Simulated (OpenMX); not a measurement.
Runs of OpenMX 3.8.5 on KMgF3. The structure is cubic, space group Pm-3m (No. 221). Conventional cell: a = 3.986 Å, b = 3.986 Å, c = 3.986 Å, α = 90.00°, β = 90.00°, γ = 90.00°. K (site symmetry m-3m) has 12 F at 2.82 Å as nearest neighbours. Mg (site symmetry m-3m) is surrounded by 6 F at 1.99 Å. F (site symmetry 4/mmm) is surrounded by 2 Mg at 1.99 Å. 

| cell | gap on the mesh (eV) | pressure (GPa) |
| --- | --- | --- |
| Pm-3m, 12.67 Å³/atom | 7.52 | (b) |
| Pm-3m, 11.15 Å³/atom | 8.61 | 19.2 |
| Pm-3m, 13.68 Å³/atom | (a) | (c) |
| Pm-3m, 11.65 Å³/atom | 8.22 | 13.5 |
| Pm-3m, 12.16 Å³/atom | 7.86 | 8.9 |
| Pm-3m, 13.17 Å³/atom | 7.21 | 2.0 |

Alike in all rows: task band structure; level PBE; potentials or basis OpenMX 2013 PBE set, K10.0-s3p2d1, Mg7.0-s3p2d1, F6.0-s2p2d1, grid cutoff 500 Ry; no spin polarisation; k mesh 5 × 5 × 5; smearing fermi-dirac 0.05 eV.

Task: Fill in the values left out.

Result: (a) 6.92; (b) 5.1; (c) -0.5.

Caveats: the basis of atomic orbitals isn't converged, which shifts pressures, moduli and gaps.

A k mesh can miss the band edges.
